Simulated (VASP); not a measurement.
# Pd (Im-3m) in VASP: further runs

Runs on Pd. Level: PBE. Tasks: single point.

Everything below comes from runs of VASP 6.6.1. Logs are shortened: lines on timing, memory, paths and dates and some standing lists are left out, and cuts for length are marked.

## Step 1: The structure

It takes space group Im-3m (No. 229, cubic). The conventional cell has a = 3.145 Å, b = 3.145 Å, c = 3.145 Å, α = 90.00°, β = 90.00°, γ = 90.00°. Pd (site symmetry m-3m) is surrounded by 8 Pd at 2.72 Å.

This isn't the form of Pd at room conditions, which is fcc.

## Step 2: Single point, PBE

INCAR

```
SYSTEM = Pd
PREC = Accurate ; ENCUT = 460
EDIFF = 1E-6 ; ISMEAR = 0
SIGMA = 0.1 ; LREAL = .FALSE.
LASPH = .TRUE. ; NELM = 100
ALGO = Normal ; ISIF = 2
LWAVE = .FALSE. ; LCHARG = .FALSE.
GGA = PE ; ADDGRID = .FALSE.
```

KPOINTS

```
Automatic mesh
0
G
  9 9 9
  0 0 0
```

POSCAR

```
Pd
1.0
   -1.5722810000      1.5722810000      1.5722810000
    1.5722810000     -1.5722810000      1.5722810000
    1.5722810000      1.5722810000     -1.5722810000
Pd
1
Direct
    0.0000000000      0.0000000000      0.0000000000
```

Potentials or basis: VASP PAW PBE potentials, release 64 (Pd).

Launch:

```bash
cat potpaw_PBE.64/Pd/POTCAR > POTCAR
mpirun -np 1 vasp_std > vasp.out
```

OUTCAR:

```text
SYSTEM = Pd
   PREC = Accurate
   ENCUT = 460
   EDIFF = 1E-6
   ISMEAR = 0
   LREAL = .FALSE.
   LASPH = .TRUE.
   NELM = 100
   ISIF = 2
   GGA = PE

 Found     35 irreducible k-points:

 Following reciprocal coordinates:
            Coordinates               Weight
  0.000000  0.000000  0.000000      1.000000
  0.111111  0.000000  0.000000     12.000000
  0.222222  0.000000  0.000000     12.000000
  0.333333  0.000000  0.000000     12.000000
  0.444444  0.000000  0.000000     12.000000
  0.111111  0.111111  0.000000     24.000000
   k-points           NKPTS =     35   k-points in BZ     NKDIM =     35   number of bands    NBANDS=      9
   number of dos      NEDOS =    301   number of ions     NIONS =      1
   total plane-waves  NPLWV =   8000
   dimension x,y,z NGX =    20 NGY =   20 NGZ =   20
   dimension x,y,z NGXF=    40 NGYF=   40 NGZF=   40
   ions per type =               1
   NGX,Y,Z   is equivalent  to a cutoff of  12.21, 12.21, 12.21 a.u.
   NGXF,Y,Z  is equivalent  to a cutoff of  24.42, 24.42, 24.42 a.u.
 SYSTEM =  Pd
   PREC   = accura    normal or accurate (medium, high low for compatibility)
   ISTART =      0    job   : 0-new  1-cont  2-samecut
   ICHARG =      2    charge: 1-file 2-atom 10-const
   ISPIN  =      1    spin polarized calculation?
   LNONCOLLINEAR =      F non collinear calculations
   LSORBIT =      F    spin-orbit coupling
   LASPH  =      T    aspherical Exc in radial PAW
   ENCUT  =  460.0 eV  33.81 Ry    5.81 a.u.   4.76  4.76  4.76*2*pi/ulx,y,z
   NELM   =    100;   NELMIN=  2; NELMDL= -5     # of ELM steps
   EDIFF  = 0.1E-05   stopping-criterion for ELM
   LREAL  =      F    real-space projection
   EDIFFG = 0.1E-04   stopping-criterion for IOM
   NSW    =      0    number of steps for IOM
   IBRION =     -1    ionic relax: 0-MD 1-quasi-New 2-CG
   NFREE  =      0    steps in history (QN), initial steepest desc. (CG)
   ISIF   =      2    stress and relaxation
   ISYM   =      2    0-nonsym 1-usesym 2-fastsym
   POTIM  = 0.5000    time-step for ionic-motion
   TEBEG  =    0.0;   TEEND  =   0.0 temperature during run
   PSTRESS=    0.0 pullay stress
   NELECT =      10.0000    total number of electrons
   NUPDOWN=      -1.0000    fix difference up-down
   EMIN   =  10.00;   EMAX   =-10.00  energy-range for DOS
   EFERMI =   0.00;   METHOD = LEGACY
   ISMEAR =     0;   SIGMA  =   0.10  broadening in eV -4-tet -1-fermi 0-gaus
   EFERMI_NEDOS =   21; number of points for ismear=-14 and -15
   IALGO  =     38    algorithm
   IMIX   =      4    mixing-type and parameters
     AMIX     =   0.40;   BMIX     =  1.00
     AMIX_MAG =   1.60;   BMIX_MAG =  1.00
  volume/ion in A,a.u.               =      15.55       104.92
  Fermi-wavevector in a.u.,A,eV,Ry     =   1.413160  2.670485 27.171123  1.997021
  Thomas-Fermi vector in A             =   2.534834
   LORBIT       =      0    0 simple, 1 ext, 2 COOP (PROOUT), +10 PAW based schemes
   GGA     = PE    functional components
   LHFCALC =     F    Hartree Fock is set to
   AEXX    =    0.0000 exact exchange contribution
   IVDW    =     0    specifies the selected vdW correction
   LEPSILON=     F    determine dielectric tensor
   LRPA    =     F    only Hartree local field effects (RPA)
 non-spin polarized calculation
 Gauss-broadening in eV      SIGMA  =   0.10
  energy-cutoff  :      460.00
  volume of cell :       15.55
 maximum number of plane-waves:       370
   NGX =  9   NGY =  9   NGZ =  9

 number of electron      10.0000005 magnetization

 Free energy of the ion-electron system (eV)
  ---------------------------------------------------
  ext. energy  EPLUGINS =         0.00000000
  ---------------------------------------------------
  free energy    TOTEN  =        -5.18600897 eV

  energy without entropy =       -5.18176019  energy(sigma->0) =       -5.18388458

 E-fermi :   8.9138     XC(G=0): -12.8538

 val. band max:        8.9063783652   @ k =  -0.4444  -0.4444   0.3333
 cond. band min:       9.0083403538   @ k =  -0.4444  -0.4444   0.2222
 fundamental gap:      0.1019619886
 Fermi energy:         8.9138309351

 k-point     1 :       0.0000    0.0000    0.0000
  band No.  band energies     occupation
      1       2.1889      2.00000
      2       6.1935      2.00000
      3       6.1935      2.00000
      4       6.1935      2.00000
      5       8.0322      2.00000
      6       8.0322      2.00000
      7      28.1926      0.00000
      8      28.1926      0.00000
      9      28.1926      0.00000

 k-point     2 :       0.1111    0.0000    0.0000
  band No.  band energies     occupation
      1       2.6319      2.00000
      2       6.0509      2.00000
      3       6.1986      2.00000
      4       6.5028      2.00000
      5       7.8819      2.00000
      6       8.0439      2.00000
      7      27.7025      0.00000
      8      28.1497      0.00000
      9      28.7016      0.00000

 k-point     3 :       0.2222    0.0000    0.0000
  band No.  band energies     occupation
      1       3.6886      2.00000
      2       5.7067      2.00000
      3       6.3177      2.00000
      4       7.3527      2.00000
      5       7.7276      2.00000
      6       8.0886      2.00000
      7      24.9818      0.00000
      8      26.9956      0.00000
      9      30.0035      0.00000

 k-point     4 :       0.3333    0.0000    0.0000
  band No.  band energies     occupation
      1       4.1838      2.00000
      2       5.3413      2.00000
      3       7.5398      2.00000
      4       7.8850      2.00000
      5       8.1669      2.00000
      6       8.4753      2.00000
      7      20.7763      0.00000
      8      25.1959      0.00000
      9      28.5560      0.00000

 k-point     5 :       0.4444    0.0000    0.0000
  band No.  band energies     occupation
      1       4.0469      2.00000
      2       5.1158      2.00000
      3       7.9377      2.00000
      4       8.2352      2.00000
      5       9.3411      0.00000
      6       9.8966      0.00000
      7      17.1447      0.00000
      8      24.0899      0.00000
      9      26.5584      0.00000

 k-point     6 :       0.1111    0.1111    0.0000
  band No.  band energies     occupation
      1       3.4215      2.00000
      2       5.9153      2.00000
      3       6.0120      2.00000
      4       7.1876      2.00000
      5       7.6818      2.00000
      6       8.1235      2.00000
      7      26.5319      0.00000
      8      27.1260      0.00000
      9      29.2806      0.00000

 [... further k-points ...]

------------------------ aborting loop because EDIFF is reached ----------------------------------------

  FORCE on cell =-STRESS in cart. coord.  units (eV):
  Direction    XX          YY          ZZ          XY          YZ          ZX
  --------------------------------------------------------------------------------------
  -------------------------------------------------------------------------------------
  Total       -0.1470846     -0.1470846     -0.1470846      0.0000000      0.0000000     -0.0000000
  in kB      -15.1574861    -15.1574861    -15.1574861      0.0000000      0.0000000     -0.0000000
  external PRESSURE =     -15.1574861 kB  Pullay stress =       0.0000000 kB

 VOLUME and BASIS-vectors are now :
 -----------------------------------------------------------------------------
  energy-cutoff  :      460.00
  volume of cell :       15.55
      direct lattice vectors                 reciprocal lattice vectors
    -1.572281000  1.572281000  1.572281000     0.000000000  0.318009313  0.318009313
     1.572281000 -1.572281000  1.572281000     0.318009313  0.000000000  0.318009313
     1.572281000  1.572281000 -1.572281000     0.318009313  0.318009313  0.000000000

 POSITION                                       TOTAL-FORCE (eV/Angst)
 -----------------------------------------------------------------------------------
      0.00000      0.00000      0.00000         0.000000     -0.000000     -0.000000
 -----------------------------------------------------------------------------------
    total drift:                                0.000000     -0.000000      0.000000

  FREE ENERGIE OF THE ION-ELECTRON SYSTEM (eV)
  ---------------------------------------------------
  free  energy   TOTEN  =        -5.1860089660 eV

  energy  without entropy=       -5.1817601873  energy(sigma->0) =       -5.18388458
```

Run time: 6.9 s. Hardware: 1 thread of Intel Xeon Platinum 8375C at 2.90GHz (Ice Lake), shared host; peak memory 0.12 GiB.

These settings aren't checked as converged: the numbers below hold their error.

Results:

```
Free energy            : -5.1860 eV
Pressure               : -1.5 GPa
Band gap on the k mesh : none (metal or under the smearing width)
```

## Step 3: Single point, PBE

INCAR is that of step 2.

KPOINTS is that of step 2.

POSCAR

```
Pd
1.0
   -1.5345420000      1.5703810000      1.5719130000
    1.5565800000     -1.5514420000      1.5750130000
    1.5718420000      1.5887420000     -1.5529740000
Pd
1
Direct
    0.0275280000      0.0634310000      0.0341390000
```

Potentials or basis: VASP PAW PBE potentials, release 64 (Pd).

Launch:

```bash
cat potpaw_PBE.64/Pd/POTCAR > POTCAR
mpirun -np 1 vasp_std > vasp.out
```

OUTCAR:

```text
SYSTEM = Pd
   PREC = Accurate
   ENCUT = 460
   EDIFF = 1E-6
   ISMEAR = 0
   LREAL = .FALSE.
   LASPH = .TRUE.
   NELM = 100
   ISIF = 2
   GGA = PE

 Found    365 irreducible k-points:

 Following reciprocal coordinates:
            Coordinates               Weight
  0.000000  0.000000  0.000000      1.000000
  0.111111  0.000000  0.000000      2.000000
  0.222222  0.000000  0.000000      2.000000
  0.333333  0.000000  0.000000      2.000000
  0.444444  0.000000  0.000000      2.000000
  0.000000  0.111111  0.000000      2.000000
   k-points           NKPTS =    365   k-points in BZ     NKDIM =    365   number of bands    NBANDS=      9
   number of dos      NEDOS =    301   number of ions     NIONS =      1
   total plane-waves  NPLWV =   8000
   dimension x,y,z NGX =    20 NGY =   20 NGZ =   20
   dimension x,y,z NGXF=    40 NGYF=   40 NGZF=   40
   ions per type =               1
   NGX,Y,Z   is equivalent  to a cutoff of  12.31, 12.30, 12.22 a.u.
   NGXF,Y,Z  is equivalent  to a cutoff of  24.63, 24.59, 24.43 a.u.
 SYSTEM =  Pd
   PREC   = accura    normal or accurate (medium, high low for compatibility)
   ISTART =      0    job   : 0-new  1-cont  2-samecut
   ICHARG =      2    charge: 1-file 2-atom 10-const
   ISPIN  =      1    spin polarized calculation?
   LNONCOLLINEAR =      F non collinear calculations
   LSORBIT =      F    spin-orbit coupling
   LASPH  =      T    aspherical Exc in radial PAW
[... 62 lines left out ...]
      3       6.1389      2.00000
      4       6.3889      2.00000
      5       8.0090      2.00000
      6       8.0707      2.00000
      7      27.9477      0.00000
      8      28.0926      0.00000
      9      28.5296      0.00000
[... 49 lines left out ...]
 k-point     6 :       0.0000    0.1111    0.0000
  band No.  band energies     occupation
      1       2.6273      2.00000
      2       5.9455      2.00000
      3       6.1760      2.00000
      4       6.6033      2.00000
      5       7.9287      2.00000
      6       8.0389      2.00000
      7      27.5770      0.00000
      8      28.1289      0.00000
      9      28.7548      0.00000

 [... further k-points ...]

------------------------ aborting loop because EDIFF is reached ----------------------------------------

  FORCE on cell =-STRESS in cart. coord.  units (eV):
  Direction    XX          YY          ZZ          XY          YZ          ZX
  --------------------------------------------------------------------------------------
  -------------------------------------------------------------------------------------
  Total       -0.1447284     -0.1414218     -0.1403838     -0.1808291     -0.0822412     -0.0982159
  in kB      -14.9146723    -14.5739193    -14.4669512    -18.6349582     -8.4751914    -10.1214274
  external PRESSURE =     -14.6518476 kB  Pullay stress =       0.0000000 kB

 VOLUME and BASIS-vectors are now :
 -----------------------------------------------------------------------------
  energy-cutoff  :      460.00
  volume of cell :       15.55
      direct lattice vectors                 reciprocal lattice vectors
    -1.534542000  1.570381000  1.571913000    -0.005977961  0.314720194  0.315918219
     1.556580000 -1.551442000  1.575013000     0.317494029 -0.005640589  0.315580949
     1.571842000  1.588742000 -1.552974000     0.315948875  0.312837667 -0.004095334

 POSITION                                       TOTAL-FORCE (eV/Angst)
 -----------------------------------------------------------------------------------
      0.11015     -0.00094      0.09016         0.000000      0.000000      0.000000
 -----------------------------------------------------------------------------------
    total drift:                                0.000001      0.000007      0.000004

  FREE ENERGIE OF THE ION-ELECTRON SYSTEM (eV)
  ---------------------------------------------------
  free  energy   TOTEN  =        -5.1827254502 eV

  energy  without entropy=       -5.1787539204  energy(sigma->0) =       -5.18073969
```

OSZICAR:

```text
N       E                     dE             d eps       ncg     rms          rms(c)
DAV:   1     0.349703331265E+02    0.34970E+02   -0.48982E+03  6626   0.931E+02
DAV:   2    -0.507696538066E+01   -0.40047E+02   -0.38857E+02  6949   0.182E+02
DAV:   3    -0.542628666472E+01   -0.34932E+00   -0.34635E+00  7399   0.196E+01
DAV:   4    -0.542816648230E+01   -0.18798E-02   -0.18797E-02  7211   0.138E+00
DAV:   5    -0.542819118676E+01   -0.24704E-04   -0.24705E-04  7390   0.143E-01    0.655E+00
DAV:   6    -0.519376623439E+01    0.23442E+00   -0.11214E+00  6717   0.980E+00    0.322E+00
DAV:   7    -0.518563936504E+01    0.81269E-02   -0.68557E-03  7241   0.758E-01    0.173E+00
DAV:   8    -0.518272516766E+01    0.29142E-02   -0.97196E-04  7037   0.260E-01    0.511E-02
DAV:   9    -0.518272545021E+01   -0.28254E-06   -0.83995E-06  7489   0.328E-02
   1 F= -.51827255E+01 E0= -.51807397E+01  d E =-.397153E-02
```

stdout:

```text
POSCAR found type information on POSCAR Pd
 POSCAR found :  1 types and       1 ions
 scaLAPACK will be used
 LDA part: xc-table for (Slater+PW92), standard interpolation
 POSCAR, INCAR and KPOINTS ok, starting setup
 FFT: planning ... GRIDC
 FFT: planning ... GRID_SOFT
 FFT: planning ... GRID
 WAVECAR not read
 entering main loop
```

It took 36 s on 1 thread of Intel Xeon Platinum 8375C at 2.90GHz (Ice Lake), shared host; peak memory 0.16 GiB.

These settings aren't checked as converged: the numbers below hold their error.

What came out:

```yaml
Free_energy: -5.1827 eV
Pressure: -1.5 GPa
Band_gap_on_the_k_mesh: none (metal or under the smearing width)
```

[end of part 1 of 2]
